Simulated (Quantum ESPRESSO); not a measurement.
## Cu under changes of volume

One of the cells (11.458 Å³/atom); the others are scaled copies at fixed shape and fractional positions:

```xyz
1
Lattice="-1.4428 1.4428 1.3761 1.4428 -1.4428 1.3761 1.4428 1.4428 -1.3761" Properties=species:S:1:pos:R:3 pbc="T T T"
Cu    0.0000    0.0000    0.0000
```

This isn't the form of Cu at room conditions, which is fcc.

```yaml
Program: Quantum ESPRESSO 7.5
Functional: PBEsol
Potentials_or_basis: GBRV 1.5 PBEsol
Cutoff: 762 eV
Density_cutoff: 6095 eV
k_mesh: 13 × 13 × 13
Occupations: fermi-dirac, width 0.05 eV
Spin: no spin polarisation
```

```tsv
volume (Å³/atom)	energy over the lowest point (meV/atom)	pressure (GPa)
10.771	19.92	10.3
11.000	?	?
11.229	1.19	2.2
11.458	0.00	-1.3
11.687	3.40	-4.4
11.916	10.88	-7.1
12.146	21.95	-9.3
```

Problem. What does the run at 11.000 Å³/atom give?

Solution. Energy over the lowest point 7.62 meV/atom; pressure 5.9 GPa.

Worked out: A Birch-Murnaghan fit of order 3 (a polynomial in V^(-2/3)) to the other rows has its minimum at 11.40 Å³/atom with B0 = V·E''(V) = 165 GPa and B' = 5.3 at fixed shape and positions, which overstates the stiffness. It gives 7.59 meV/atom at 11.000 Å³/atom, against the run's 7.62, and -dE/dV = 6.5 GPa, against 5.9.

Energies are extrapolated to zero smearing.
